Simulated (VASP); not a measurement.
# Be2C (Fm-3m) in VASP: notebook

The runs below take Be2C through single point, with PBE, HSE06.

All numbers are computed with VASP 6.6.1; they aren't measurements. Logs are shortened: lines on timing, memory, paths and dates and some standing lists are left out, and cuts for length are marked.

**1. Starting point**

It takes space group Fm-3m (No. 225, cubic). The conventional cell has a = 4.321 Å, b = 4.321 Å, c = 4.321 Å, α = 90.00°, β = 90.00°, γ = 90.00°. C (site symmetry m-3m) is surrounded by 8 Be at 1.87 Å. Around Be (site symmetry -43m) lie 4 C at 1.87 Å.

The cell was built by a generator and needn't be a form met in nature.

**2. Single point, PBE**

Input file INCAR:

```
PREC = Accurate
ENCUT = 520
EDIFF = 1E-6
ISMEAR = 0
SIGMA = 0.01
LREAL = False
LASPH = True
NELM = 80
ALGO = Fast
ISIF = 2
LWAVE = False
LCHARG = True
GGA = PE
LELF = True
LVHAR = True
NBANDS = 11
```

Input file KPOINTS:

```
Automatic mesh
0
Gamma
  8 8 8
```

Input file POSCAR:

```
Be2C
1.0
    0.0000000000      2.1604856385      2.1604856385
    2.1604856385      0.0000000000      2.1604856385
    2.1604856385      2.1604856385      0.0000000000
C Be
1 2
Direct
    0.0000000000      0.0000000000      0.0000000000
    0.2500000000      0.2500000000      0.2500000000
    0.7500000000      0.7500000000      0.7500000000
```

Potentials or basis: VASP PAW PBE potentials, release 64 (C, Be).

Launch:

```sh
> cat potpaw_PBE.64/C/POTCAR potpaw_PBE.64/Be/POTCAR > POTCAR
> mpirun -np 1 vasp_std > vasp.out
```

OUTCAR:

```text
PREC = Accurate
   ENCUT = 520
   EDIFF = 1E-6
   ISMEAR = 0
   LREAL = False
   LASPH = True
   NELM = 80
   ISIF = 2
   GGA = PE

 ion  position               nearest neighbor table
   1  0.000  0.000  0.000-   3 1.87   3 1.87   3 1.87   2 1.87   3 1.87   2 1.87   2 1.87   2 1.87

   2  0.250  0.250  0.250-   1 1.87   1 1.87   1 1.87   1 1.87   3 2.16   3 2.16   3 2.16   3 2.16
                             3 2.16   3 2.16
   3  0.750  0.750  0.750-   1 1.87   1 1.87   1 1.87   1 1.87   2 2.16   2 2.16   2 2.16   2 2.16
                             2 2.16   2 2.16

  LATTYP: Found a face centered cubic cell.
 ALAT       =     4.3209712770

  Lattice vectors:

 A1 = (   0.0000000000,   2.1604856385,   2.1604856385)
 A2 = (   2.1604856385,   0.0000000000,   2.1604856385)
 A3 = (   2.1604856385,   2.1604856385,   0.0000000000)

Analysis of symmetry for initial positions (statically):
=====================================================================
 Subroutine PRICEL returns:
 Original cell was already a primitive cell.

 Routine SETGRP: Setting up the symmetry group for a
 face centered cubic supercell.

 Subroutine GETGRP returns: Found 48 space group operations
 (whereof 48 operations were pure point group operations)
 out of a pool of 48 trial point group operations.

The static configuration has the point symmetry O_h .

Analysis of symmetry for dynamics (positions and initial velocities):
=====================================================================
 Subroutine PRICEL returns:
 Original cell was already a primitive cell.

 Routine SETGRP: Setting up the symmetry group for a
 face centered cubic supercell.

 Subroutine GETGRP returns: Found 48 space group operations
 (whereof 48 operations were pure point group operations)
 out of a pool of 48 trial point group operations.

The dynamic configuration has the point symmetry O_h .

 Subroutine INISYM returns: Found 48 space group operations
 (whereof 48 operations are pure point group operations),
 and found     1 'primitive' translations

----------------------------------------------------------------------------------------

                                     Primitive cell

  volume of cell :      20.1690

  direct lattice vectors                    reciprocal lattice vectors
     0.000000000  2.160485638  2.160485638    -0.231429449  0.231429449  0.231429449
     2.160485638  0.000000000  2.160485638     0.231429449 -0.231429449  0.231429449
     2.160485638  2.160485638  0.000000000     0.231429449  0.231429449 -0.231429449

  length of vectors
     3.055388091  3.055388091  3.055388091     0.400847563  0.400847563  0.400847563

  position of ions in fractional coordinates (direct lattice)
     0.000000000  0.000000000  0.000000000
     0.250000000  0.250000000  0.250000000
     0.750000000  0.750000000  0.750000000

  ion indices of the primitive-cell ions
   primitive index   ion index
                 1           1
                 2           2
                 3           3

----------------------------------------------------------------------------------------

 KPOINTS: Automatic mesh

Automatic generation of k-mesh.
 Grid dimensions read from file:
 generate k-points for:    8    8    8

 Generating k-lattice:

  Cartesian coordinates                     Fractional coordinates (reciprocal lattice)
    -0.028928681  0.028928681  0.028928681     0.125000000  0.000000000  0.000000000
     0.028928681 -0.028928681  0.028928681     0.000000000  0.125000000  0.000000000
     0.028928681  0.028928681 -0.028928681     0.000000000  0.000000000  0.125000000

  Length of vectors
     0.050105945  0.050105945  0.050105945

  Shift w.r.t. Gamma in fractional coordinates (k-lattice)
     0.000000000  0.000000000  0.000000000

 Subroutine IBZKPT returns following result:
 ===========================================

 Found     29 irreducible k-points:

 Following reciprocal coordinates:
            Coordinates               Weight
  0.000000  0.000000  0.000000      1.000000
  0.125000  0.000000  0.000000      8.000000
  0.250000  0.000000  0.000000      8.000000
  0.375000  0.000000  0.000000      8.000000
  0.500000  0.000000  0.000000      4.000000
  0.125000  0.125000  0.000000      6.000000
[... 16 lines left out ...]
  0.500000  0.250000  0.125000     48.000000
 -0.375000  0.250000  0.125000     24.000000
 [... further k-points ...]
   k-points           NKPTS =     29   k-points in BZ     NKDIM =     29   number of bands    NBANDS=     11
   number of dos      NEDOS =    301   number of ions     NIONS =      3
   total plane-waves  NPLWV =  13824
   dimension x,y,z NGX =    24 NGY =   24 NGZ =   24
   dimension x,y,z NGXF=    48 NGYF=   48 NGZF=   48
   ions per type =               1   2
   NGX,Y,Z   is equivalent  to a cutoff of  13.06, 13.06, 13.06 a.u.
   NGXF,Y,Z  is equivalent  to a cutoff of  26.12, 26.12, 26.12 a.u.
 SYSTEM =  unknown system
   PREC   = accura    normal or accurate (medium, high low for compatibility)
   ISTART =      0    job   : 0-new  1-cont  2-samecut
   ICHARG =      2    charge: 1-file 2-atom 10-const
   ISPIN  =      1    spin polarized calculation?
   LNONCOLLINEAR =      F non collinear calculations
   LSORBIT =      F    spin-orbit coupling
   LASPH  =      T    aspherical Exc in radial PAW
   ENCUT  =  520.0 eV  38.22 Ry    6.18 a.u.   5.68  5.68  5.68*2*pi/ulx,y,z
   NELM   =     80;   NELMIN=  2; NELMDL= -5     # of ELM steps
   EDIFF  = 0.1E-05   stopping-criterion for ELM
   LREAL  =      F    real-space projection
   EDIFFG = 0.1E-04   stopping-criterion for IOM
   NSW    =      0    number of steps for IOM
   IBRION =     -1    ionic relax: 0-MD 1-quasi-New 2-CG
   NFREE  =      0    steps in history (QN), initial steepest desc. (CG)
   ISIF   =      2    stress and relaxation
   ISYM   =      2    0-nonsym 1-usesym 2-fastsym
   POTIM  = 0.5000    time-step for ionic-motion
   TEBEG  =    0.0;   TEEND  =   0.0 temperature during run
   PSTRESS=    0.0 pullay stress
   NELECT =       8.0000    total number of electrons
   NUPDOWN=      -1.0000    fix difference up-down
   EMIN   =  10.00;   EMAX   =-10.00  energy-range for DOS
   EFERMI =   0.00;   METHOD = LEGACY
   ISMEAR =     0;   SIGMA  =   0.01  broadening in eV -4-tet -1-fermi 0-gaus
   EFERMI_NEDOS =   21; number of points for ismear=-14 and -15
   IALGO  =     68    algorithm
   IMIX   =      4    mixing-type and parameters
     AMIX     =   0.40;   BMIX     =  1.00
     AMIX_MAG =   1.60;   BMIX_MAG =  1.00
  volume/ion in A,a.u.               =       6.72        45.37
  Fermi-wavevector in a.u.,A,eV,Ry     =   1.202846  2.273050 19.685440  1.446839
  Thomas-Fermi vector in A             =   2.338616
   LORBIT       =      0    0 simple, 1 ext, 2 COOP (PROOUT), +10 PAW based schemes
   GGA     = PE    functional components
   LHFCALC =     F    Hartree Fock is set to
   AEXX    =    0.0000 exact exchange contribution
   IVDW    =     0    specifies the selected vdW correction
   LEPSILON=     F    determine dielectric tensor
   LRPA    =     F    only Hartree local field effects (RPA)
 non-spin polarized calculation
 RMM-DIIS sequential band-by-band and
 Gauss-broadening in eV      SIGMA  =   0.01
  energy-cutoff  :      520.00
  volume of cell :       20.17
 maximum number of plane-waves:       560
   NGX = 11   NGY = 11   NGZ = 11

 number of electron       8.0000000 magnetization

 Free energy of the ion-electron system (eV)
  ---------------------------------------------------
  ext. energy  EPLUGINS =         0.00000000
  ---------------------------------------------------
  free energy    TOTEN  =       -17.45463917 eV

  energy without entropy =      -17.45463917  energy(sigma->0) =      -17.45463917

 E-fermi :   7.8811     XC(G=0): -11.4608

 val. band max:        7.7862731568   @ k =   0.0000   0.0000   0.0000
 cond. band min:       8.9450015608   @ k =   0.5000   0.5000   0.0000
 fundamental gap:      1.1587284040
 Fermi energy:         7.8811163764

 k-point     1 :       0.0000    0.0000    0.0000
  band No.  band energies     occupation
      1      -7.2961      2.00000
      2       7.7863      2.00000
      3       7.7863      2.00000
      4       7.7863      2.00000
      5      11.9232      0.00000
      6      11.9232      0.00000
      7      11.9232      0.00000
      8      14.5997      0.00000
      9      20.9980      0.00000
     10      20.9980      0.00000
     11      20.9980      0.00000

 k-point     2 :       0.1250    0.0000    0.0000
  band No.  band energies     occupation
      1      -7.0463      2.00000
      2       5.8997      2.00000
      3       7.3402      2.00000
      4       7.3402      2.00000
      5      12.5691      0.00000
      6      12.5691      0.00000
      7      13.0325      0.00000
      8      15.1862      0.00000
      9      19.6110      0.00000
     10      19.6110      0.00000
     11      21.6023      0.00000

 k-point     3 :       0.2500    0.0000    0.0000
  band No.  band energies     occupation
      1      -6.3141      2.00000
      2       2.9378      2.00000
      3       6.6142      2.00000
      4       6.6142      2.00000
      5      13.2832      0.00000
      6      13.2832      0.00000
      7      14.0024      0.00000
      8      16.4474      0.00000
      9      19.1075      0.00000
     10      19.1075      0.00000
     11      23.1195      0.00000
[... 267 lines left out ...]
 k-point    23 :       0.5000    0.2500    0.1250
  band No.  band energies     occupation
      1      -4.6598      2.00000
      2       0.8260      2.00000
      3       3.5804      2.00000
      4       4.9255      2.00000
      5      13.0047      0.00000
      6      14.6099      0.00000
      7      15.9462      0.00000
      8      17.6366      0.00000
      9      20.0536      0.00000
     10      22.7061      0.00000
     11      25.1004      0.00000

 k-point    24 :      -0.3750    0.2500    0.1250
  band No.  band energies     occupation
      1      -3.9613      2.00000
      2      -0.2875      2.00000
      3       3.6521      2.00000
      4       4.3804      2.00000
      5      12.9553      0.00000
      6      14.4046      0.00000
      7      17.6129      0.00000
      8      18.4587      0.00000
      9      19.9273      0.00000
     10      21.5434      0.00000
     11      25.2500      0.00000

 [... further k-points ...]

------------------------ aborting loop because EDIFF is reached ----------------------------------------

  FORCE on cell =-STRESS in cart. coord.  units (eV):
  Direction    XX          YY          ZZ          XY          YZ          ZX
  --------------------------------------------------------------------------------------
  -------------------------------------------------------------------------------------
  Total        0.1770893      0.1770893      0.1770893      0.0000000     -0.0000000      0.0000000
  in kB       14.0675579     14.0675579     14.0675579      0.0000000     -0.0000000      0.0000000
  external PRESSURE =      14.0675579 kB  Pullay stress =       0.0000000 kB

 VOLUME and BASIS-vectors are now :
 -----------------------------------------------------------------------------
  energy-cutoff  :      520.00
  volume of cell :       20.17
      direct lattice vectors                 reciprocal lattice vectors
     0.000000000  2.160485638  2.160485638    -0.231429449  0.231429449  0.231429449
     2.160485638  0.000000000  2.160485638     0.231429449 -0.231429449  0.231429449
     2.160485638  2.160485638  0.000000000     0.231429449  0.231429449 -0.231429449

 POSITION                                       TOTAL-FORCE (eV/Angst)
 -----------------------------------------------------------------------------------
      0.00000      0.00000      0.00000         0.000000     -0.000000      0.000000
      1.08024      1.08024      1.08024         0.000000     -0.000000     -0.000000
      3.24073      3.24073      3.24073        -0.000000      0.000000      0.000000
 -----------------------------------------------------------------------------------
    total drift:                               -0.000000     -0.000000      0.000000

  FREE ENERGIE OF THE ION-ELECTRON SYSTEM (eV)
  ---------------------------------------------------
  free  energy   TOTEN  =       -17.4546391696 eV

  energy  without entropy=      -17.4546391696  energy(sigma->0) =      -17.45463917
```

Run time: 4.2 s. Hardware: 1 thread of Intel Xeon 6975P-C (Granite Rapids), shared host; peak memory 0.12 GiB.

What came out:

| Item | Value |
| --- | --- |
| Free energy | -17.4546 eV |
| Pressure | 1.4 GPa |
| Band gap on the k mesh | 1.16 eV, indirect (least direct gap 4.14 eV) |

Levels at points of the mesh, in eV from the valence-band top:
```tsv
k point	band 1	band 2	band 3	band 4	band 5	band 6	band 7	band 8	band 9
(0.00, 0.00, 0.00)	-15.08	0.00	0.00	0.00	4.14	4.14	4.14	6.81	13.21
(0.50, 0.00, 0.00)	-12.20	-8.76	-1.84	-1.84	5.01	5.01	7.07	9.85	14.57
(0.50, 0.50, 0.00)	-11.45	-6.80	-4.75	-4.75	1.16	5.76	13.31	13.31	15.39
```

A k mesh can miss the band edges. Expect the measured gap to be larger: semilocal functionals such as PBE lack the derivative discontinuity.

**3. Single point, HSE06**

POSCAR is that of step 2.

Input file INCAR.step1:

```
  ALGO = Normal
  EDIFF = 1E-5
  ENCUT = 520
  GGA = PE
  ISIF = 2
  ISMEAR = 0
  LASPH = True
  LCHARG = False
  LREAL = False
  LWAVE = True
  NBANDS = 11
  NELM = 60
  PREC = Accurate
  SIGMA = 0.01
```

Input file INCAR.step2:

```
  ALGO = Normal
  EDIFF = 1E-7
  ENCUT = 520
  GGA = PE
  HFSCREEN = 0.2079
  ISIF = 2
  ISMEAR = 0
  ISTART = 1
  LASPH = True
  LCHARG = False
  LHFCALC = True
  LREAL = False
  LWAVE = False
  NBANDS = 11
  NELM = 60
  PREC = Accurate
  PRECFOCK = Normal
  SIGMA = 0.01
```

Input file KPOINTS:

```
k-points
0
Gamma
  4 4 4
```

Potentials or basis: VASP PAW PBE potentials, release 64 (C, Be).

Launch:

```sh
> cat potpaw_PBE.64/C/POTCAR potpaw_PBE.64/Be/POTCAR > POTCAR
> cp INCAR.step1 INCAR
> mpirun -np 1 vasp_std > vasp.out
> cp INCAR.step2 INCAR
> mpirun -np 1 vasp_std > vasp.out
```

Run time: 44 s. Hardware: 1 thread of Intel Xeon 6975P-C (Granite Rapids), shared host; peak memory 0.23 GiB.

The run converged. Its results:

```yaml
Free_energy: -18.9963 eV
Pressure: -1.9 GPa
Band_gap_on_the_k_mesh: 1.92 eV, indirect (least direct gap 5.13 eV)
```

Levels at points of the mesh, in eV from the valence-band top:
| k point | band 2 | band 3 | band 4 | band 5 | band 6 | band 7 |
| --- | --- | --- | --- | --- | --- | --- |
| (0.00, 0.00, 0.00) | 0.00 | 0.00 | 0.00 | 5.13 | 5.13 | 5.13 |
| (0.50, 0.00, 0.00) | -9.67 | -2.02 | -2.02 | 6.03 | 6.03 | 8.31 |
| (0.50, 0.50, 0.00) | -7.56 | -5.22 | -5.22 | 1.92 | 6.79 | 15.13 |

Caveat: the k mesh is coarse (spacing up to 0.63 Å⁻¹), so the values aren't converged, least of all with exact exchange; the PAW data sets were made with another functional, which shifts forces and pressure a little.

**4. Single point, PBE**

Input file INCAR:

```
  ALGO = Normal
  EDIFF = 1E-6
  ENCUT = 520
  GGA = PE
  ISIF = 2
  ISMEAR = 0
  LASPH = True
  LCHARG = True
  LELF = True
  LREAL = False
  LVHAR = True
  LWAVE = False
  NBANDS = 11
  NELM = 80
  PREC = Accurate
  SIGMA = 0.01
```

Input file KPOINTS:

```
k-points
0
Gamma
  8 8 8
```

POSCAR is that of step 3.

Launch:

```sh
> cat potpaw_PBE.64/C/POTCAR potpaw_PBE.64/Be/POTCAR > POTCAR
> mpirun -np 1 vasp_std > vasp.out
```

Wall time 4.5 s (1 thread of Intel Xeon 6975P-C (Granite Rapids), shared host); peak memory 0.13 GiB.

It converged, with:

```
Free energy            : -17.4546 eV
Pressure               : 1.4 GPa
Band gap on the k mesh : 1.16 eV, indirect (least direct gap 4.14 eV)
```

Levels at points of the mesh, in eV from the valence-band top:
```csv
k point,band 1,band 2,band 3,band 4,band 5,band 6,band 7,band 8
"(0.00, 0.00, 0.00)",-15.08,0.00,0.00,0.00,4.14,4.14,4.14,6.81
"(0.50, 0.00, 0.00)",-12.20,-8.76,-1.84,-1.84,5.02,5.02,7.07,9.85
"(0.50, 0.50, 0.00)",-11.45,-6.79,-4.75,-4.75,1.16,5.76,13.31,13.31
```
